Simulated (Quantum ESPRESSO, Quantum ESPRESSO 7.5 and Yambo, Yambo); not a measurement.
## A GW chain in Yambo: AgBr (Fm-3m)

How does a plane-wave GW calculation on AgBr (Fm-3m) run from the first input to the gap?

Method: PBE and many-body steps on it, plane waves, in Quantum ESPRESSO 7.5 and Yambo 5.3.0.

Most raw output is cut from this account.

The database entry behind the starting cell differs from later determinations by our own check (about 0.6 % short of the room-temperature cell), so it need not match the best structure at ambient conditions.

## Step 1: The structure

It takes space group Fm-3m (No. 225, cubic). Conventional cell: a = 5.740 Å, b = 5.740 Å, c = 5.740 Å, α = 90.00°, β = 90.00°, γ = 90.00°. Nearest to Ag lie 6 Br at 2.87 Å. Br has 6 Ag at 2.87 Å nearest. Farther neighbours and most contacts between anions are not listed.

Coordinates:

```cif
data_structure
_symmetry_space_group_name_H-M 'P 1'
_symmetry_Int_Tables_number 1
_cell_length_a 4.0590
_cell_length_b 4.0590
_cell_length_c 4.0590
_cell_angle_alpha 60.000
_cell_angle_beta 60.000
_cell_angle_gamma 60.000
_cell_volume 47.29
loop_
_atom_site_label
_atom_site_type_symbol
_atom_site_fract_x
_atom_site_fract_y
_atom_site_fract_z
_atom_site_occupancy
Ag1 Ag 0.00000 0.00000 0.00000 1
Br2 Br 0.50000 0.50000 0.50000 1
```

The cell and positions come from the Crystallography Open Database and are kept as given unless a step says otherwise.

## Step 2: Ground state

This step: Quantum ESPRESSO 7.5; DFT, PBE, plane waves, norm-conserving pseudopotentials.

The ground-state density comes first.

Contents of pw.in:

```
&control
  calculation = 'scf'
  prefix = 'x'
  outdir = 'o'
  pseudo_dir = 'pseudo'
/
&system
  ibrav = 0
  nat = 2
  ntyp = 2
  ecutwfc = 76.0
  nbnd = 23
  force_symmorphic = .true.
/
&electrons
  conv_thr = 1e-10
  electron_maxstep = 80
  mixing_beta = 0.5
/
ATOMIC_SPECIES
  Ag 107.87 Ag.upf
  Br 79.904 Br.upf
CELL_PARAMETERS angstrom
  -0.0000000000 2.8701500000 2.8701500000
  2.8701500000 0.0000000000 2.8701500000
  2.8701500000 2.8701500000 0.0000000000
ATOMIC_POSITIONS crystal
  Ag 0.0000000000 0.0000000000 0.0000000000
  Br 0.5000000000 0.5000000000 0.5000000000
K_POINTS automatic
  6 6 6 0 0 0
```

On the command line:

```sh
> OMP_NUM_THREADS=1 mpirun -n 4 pw.x -nk 4 -in pw.in > pw.out
```

Wall time 7.1 s (4 MPI ranks of Arm Neoverse V1, shared host); peak memory 0.26 GiB; 28 s of CPU time.

This step gave:

```
total energy               : -7902.6611 eV
gap                        : 0.6724 eV
k of the valence top       : 0, 0, -0.5
k of the conduction bottom : 0, 0, 0
least direct gap           : 2.604 eV
```

The gap is indirect, with the least direct gap 1.93 eV higher.

## Step 3: Bands along the symmetry lines

Levels along a band path, at the cheap level, show where the edges lie and whether the meshes to come will hold them.

Contents of pw.in:

```
&control
  calculation = 'bands'
  prefix = 'x'
  outdir = 'o'
  pseudo_dir = 'pseudo'
/
&system
  ibrav = 0
  nat = 2
  ntyp = 2
  ecutwfc = 76.0
  nbnd = 24
  force_symmorphic = .true.
/
&electrons
  conv_thr = 1e-9
  electron_maxstep = 80
  diago_full_acc = .true.
  diago_thr_init = 5e-6
/
ATOMIC_SPECIES
  Ag 107.87 Ag.upf
  Br 79.904 Br.upf
CELL_PARAMETERS angstrom
  -0.0000000000 2.8701500000 2.8701500000
  2.8701500000 0.0000000000 2.8701500000
  2.8701500000 2.8701500000 0.0000000000
ATOMIC_POSITIONS crystal
  Ag 0.0000000000 0.0000000000 0.0000000000
  Br 0.5000000000 0.5000000000 0.5000000000
K_POINTS crystal
  50
  0.00000000 0.00000000 0.00000000 1
  0.06250000 0.00000000 0.06250000 1
  0.12500000 0.00000000 0.12500000 1
  0.18750000 0.00000000 0.18750000 1
  0.25000000 0.00000000 0.25000000 1
  0.31250000 0.00000000 0.31250000 1
  0.37500000 0.00000000 0.37500000 1
  0.43750000 0.00000000 0.43750000 1
  0.50000000 0.00000000 0.50000000 1
  0.51562500 0.03125000 0.51562500 1
  0.53125000 0.06250000 0.53125000 1
  0.54687500 0.09375000 0.54687500 1
  0.56250000 0.12500000 0.56250000 1
  0.57812500 0.15625000 0.57812500 1
  0.59375000 0.18750000 0.59375000 1
  0.60937500 0.21875000 0.60937500 1
  0.62500000 0.25000000 0.62500000 1
  0.37500000 0.37500000 0.75000000 1
  0.32812500 0.32812500 0.65625000 1
  0.28125000 0.28125000 0.56250000 1
  0.23437500 0.23437500 0.46875000 1
  0.18750000 0.18750000 0.37500000 1
  0.14062500 0.14062500 0.28125000 1
  0.09375000 0.09375000 0.18750000 1
  0.04687500 0.04687500 0.09375000 1
  0.00000000 0.00000000 0.00000000 1
  0.06250000 0.06250000 0.06250000 1
  0.12500000 0.12500000 0.12500000 1
  0.18750000 0.18750000 0.18750000 1
  0.25000000 0.25000000 0.25000000 1
  0.31250000 0.31250000 0.31250000 1
  0.37500000 0.37500000 0.37500000 1
  0.43750000 0.43750000 0.43750000 1
  0.50000000 0.50000000 0.50000000 1
  0.50000000 0.46875000 0.53125000 1
  0.50000000 0.43750000 0.56250000 1
  0.50000000 0.40625000 0.59375000 1
  0.50000000 0.37500000 0.62500000 1
  0.50000000 0.34375000 0.65625000 1
  0.50000000 0.31250000 0.68750000 1
  0.50000000 0.28125000 0.71875000 1
  0.50000000 0.25000000 0.75000000 1
  0.50000000 0.21875000 0.71875000 1
  0.50000000 0.18750000 0.68750000 1
  0.50000000 0.15625000 0.65625000 1
  0.50000000 0.12500000 0.62500000 1
  0.50000000 0.09375000 0.59375000 1
  0.50000000 0.06250000 0.56250000 1
  0.50000000 0.03125000 0.53125000 1
  0.50000000 0.00000000 0.50000000 1
```

The job ended after 5.5 s (4 MPI ranks; peak memory 0.22 GiB; 22 s of CPU time).

Numbers from this step:

```
gap                        : 0.6724 eV
k of the valence top       : 0.5, 0.5, 0.5
k of the conduction bottom : 0, 0, 0
least direct gap           : 2.604 eV
```

The gap is 0.672 eV, as in the run before at this level.

The electronic bands at the labelled points (eV, zero at the top of the highest filled band):

```csv
point,band 15,band 16,band 17,band 18,band 19,band 20,band 21,band 22
Γ,-2.79,-1.93,-1.93,-1.93,0.67,9.93,9.93,9.93
halfway,-2.72,-1.86,-1.86,-1.64,3.28,6.69,7.83,9.50
X,-2.63,-2.39,-2.39,-2.28,1.60,7.06,9.07,11.06
halfway,-2.40,-2.34,-2.13,-1.99,2.02,7.07,8.81,10.41
U,-2.44,-2.22,-2.02,-1.21,2.97,6.84,8.24,9.19
jump to K,-2.44,-2.22,-2.02,-1.21,2.97,6.84,8.24,9.19
halfway,-2.56,-2.06,-1.79,-0.21,3.79,6.49,7.48,7.82
Γ,-2.79,-1.93,-1.93,-1.93,0.67,9.93,9.93,9.93
halfway,-2.65,-2.31,-0.77,-0.77,2.88,7.17,8.24,8.24
L,-2.49,-2.15,0.00,0.00,3.74,6.59,6.77,6.77
halfway,-2.48,-2.20,-1.20,-0.61,4.50,5.25,7.84,7.93
W,-2.37,-2.29,-2.29,-1.53,3.79,7.15,7.68,7.68
halfway,-2.39,-2.38,-2.33,-1.77,2.46,7.16,8.58,9.12
X,-2.63,-2.39,-2.39,-2.28,1.60,7.06,9.07,11.06
```

## Step 4: Empty states on the mesh, 4×4×4 mesh, 575 bands

The sums over transitions need many empty states on a uniform mesh; this step solves for them.

Contents of pw.in:

```
&control
  calculation = 'nscf'
  prefix = 'x'
  outdir = 'o'
  pseudo_dir = 'pseudo'
/
&system
  ibrav = 0
  nat = 2
  ntyp = 2
  ecutwfc = 76.0
  nbnd = 575
  force_symmorphic = .true.
/
&electrons
  conv_thr = 1e-9
  electron_maxstep = 80
  diago_full_acc = .true.
  diago_thr_init = 5e-6
/
ATOMIC_SPECIES
  Ag 107.87 Ag.upf
  Br 79.904 Br.upf
CELL_PARAMETERS angstrom
  -0.0000000000 2.8701500000 2.8701500000
  2.8701500000 0.0000000000 2.8701500000
  2.8701500000 2.8701500000 0.0000000000
ATOMIC_POSITIONS crystal
  Ag 0.0000000000 0.0000000000 0.0000000000
  Br 0.5000000000 0.5000000000 0.5000000000
K_POINTS automatic
  4 4 4 0 0 0
```

Run time: 1.7 min. Hardware: 4 MPI ranks; peak memory 1.1 GiB.

Numbers from this step:

```
gap                                                           : 0.6724 eV
k of the valence top                                          : 0, 0, -0.5
k of the conduction bottom                                    : 0, 0, 0
least direct gap                                              : 2.604 eV
k points computed                                             : 8
lowest point of the top converged band, above the valence top : 287.3112 eV
```

On this mesh the gap is 0.672 eV.

## Step 5: Conversion and set-up

This step: Yambo 5.3.0; conversion and set-up on PBE, plane waves, norm-conserving pseudopotentials.

The states are converted to the many-body program's format and the q mesh is built.

On the command line:

```sh
> (cd o/x.save; p2y > p2y.log; mv SAVE ../..); yambo > setup.log
```

Elapsed: 2.7 s, on 1 MPI rank; peak memory 0.25 GiB.

## Step 6: Screening and self-energy, 4×4×4 mesh, 245 bands, screening to 231.3 eV

G0W0 replaces the xc potential by the self-energy, built once from these orbitals. Only a window of levels is corrected, while the sums run over the empty bands that the input names.

This step: G0W0 on PBE, plane waves, norm-conserving pseudopotentials.

Contents of gw2.in:

```
HF_and_locXC
gw0
dyson
ppa
em1d
rim_cut
RandQpts= 1000000
RandGvec= 1 RL
EXXRLvcs= 76 Ry
VXCRLvcs= 304 Ry
Chimod= "HARTREE"
% BndsRnXp
 1 | 245 |
%
NGsBlkXp= 17 Ry
% LongDrXp
 1 | 1 | 1 |
%
% GbndRnge
 1 | 245 |
%
DysSolver= "n"
ExtendOut
PPAPntXp= 27.21138 eV
% QPkrange
 3 | 3 | 17 | 20 |
 1 | 1 | 17 | 20 |
%
```

On the command line:

```sh
> OMP_NUM_THREADS=1 mpirun -n 4 yambo -F gw2.in -J gw2 -C gw2 > gw2.log
```

Wall time 6.6 min (4 MPI ranks); peak memory 2 GiB; 26 min of CPU time.

Numbers from this step:

- G0W0 gap on the points computed: 2.086 eV
- starting gap on the mesh: 0.6724 eV
- k of the valence top: 0, 0, -0.5
- k of the conduction bottom: 0, 0, 0
- least direct G0W0 gap on the computed points: 4.523 eV
- Z at the valence top: 0.8016
- Z at the conduction bottom: 0.8278

The gap on the mesh goes from 0.67 eV to 2.09 eV, a correction of +1.41 eV.

Limits: finite bands, cutoff and mesh; d shell near the gap, gap tends to lie low; no spin-orbit coupling; coarse k mesh. v1 is the top filled band, c1 the lowest empty one. Levels before and after the correction, in eV, zero at the valence-band top of each column:

```csv
,conduction bottom,valence top
Kohn-Sham,0.67,0.00
G0W0,2.09,0.00
```

```csv
,level,energy (eV)
Kohn-Sham,Γ v2-v1,-1.932
Kohn-Sham,Γ c1,0.672
Kohn-Sham,Γ c2,9.929
Kohn-Sham,(0 0 -0.5) v2-v1,0.000
Kohn-Sham,(0 0 -0.5) c1,3.740
Kohn-Sham,(0 0 -0.5) c2,6.595
G0W0,Γ v2-v1,-2.437
G0W0,Γ c1,2.086
G0W0,Γ c2,11.934
G0W0,(0 0 -0.5) v2-v1,0.000
G0W0,(0 0 -0.5) c1,5.175
G0W0,(0 0 -0.5) c2,8.074
```

## Step 7: Where the time went

Times are wall times on the hardware named with each run, good to a factor of about two.

```csv
step,time,share,memory (GiB)
ground state,7.1 s,1 %,0.26
bands along the symmetry lines,5.5 s,1 %,0.22
empty states on the mesh,1.7 min,20 %,1.1
conversion and set-up,2.7 s,1 %,0.25
screening and self-energy,6.6 min,77 %,2.0
```

## Step 8: What came out

| Item | Value |
| --- | --- |
| PBE gap | 0.67 eV, indirect |
| G0W0 gap on the mesh | 2.09 eV |
| GW settings | 4×4×4 mesh, 245 bands, screening to 231.3 eV, Godby-Needs plasmon pole |
| known limits | not at the basis limit; d shell near the gap, gap tends to lie low; no spin-orbit coupling; coarse k mesh |

G0W0 moves the gap on the mesh from 0.67 eV to 2.09 eV (+1.41 eV), with Z of 0.80 and 0.83 at the edges. Only 2 of the mesh's irreducible points were corrected, so a valley elsewhere could overtake. The dearest step here is «screening and self-energy». Bands and cutoff are finite, so the gap is not at the basis limit. The miss can reach some tenths of an eV and take either sign; the mesh is an error of its own. In the G0W0 run levels were corrected at 2 k points alone, so a gap called «on the mesh» is the least over those, and an edge elsewhere would be missed. The 4×4×4 mesh is coarse for this cell, which bears on the long-range parts of exchange and screening. A d shell, filled or nearly so, lies near the gap. One-shot GW converges very slowly in bands there, not always from below, and on a semilocal start the gap tends to come out low; starts rich in exact exchange can overshoot instead. The many-body steps are scalar-relativistic: spin-orbit coupling is not in them.

[Paths, hosts, dates, memory and timing lines, banners, echoed tables and standing remarks are left out of the program output.]

[Logs are printed without paths, hosts, clocks, repeated set-up lines and the standing remarks that a program may print on its own settings, such as how far it seeks lower states.]

[Runs of the session that timed out or met a known fault of the program may be left out.]

[Hosts, paths, dates, database ids (printed as entryN), source tags and the programs' standing remarks are cut or masked in the printed files.]
